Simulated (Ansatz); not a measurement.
InP:

```
In P
1.0
     0.00000    2.93050    2.93050
     2.93050    0.00000    2.93050
     2.93050    2.93050    0.00000
In P
1 1
Direct
  0.00000 0.00000 0.00000
  0.75000 0.75000 0.75000
```

Program: Ansatz 0.2.0. Alike in all runs: potentials or basis Ansatz PAW; cell as given. Hardware: 2 threads of Intel(R) Xeon(R) Processor @ 2.70GHz (shared host).

Question: Order these runs on this cell by their wall time, lowest first.
A. task Born charges and dielectric tensor; level PBEsol; spin off; k mesh 8 × 8 × 8; cutoff (eV) 420; smearing fixed; mesh quality not flagged
B. task single point; level RPBE; spin off; k mesh 8 × 8 × 8; cutoff (eV) 420; smearing gaussian 0.05 eV; mesh quality not flagged
C. task band structure; level r2SCANh; spin off; k mesh 4 × 4 × 4; cutoff (eV) 500; smearing fermi-dirac 0.05 eV; points for each segment of the path 4; mesh quality coarse
D. task single point; level PBE0; spin SOC, no magnetisation; k mesh 4 × 4 × 4; cutoff (eV) 420; smearing fermi-dirac 0.05 eV; mesh quality coarse

Answer: B (1.5 s), A (22 s), D (68 s), C (170 s).

Caveats: some runs use coarse meshes.
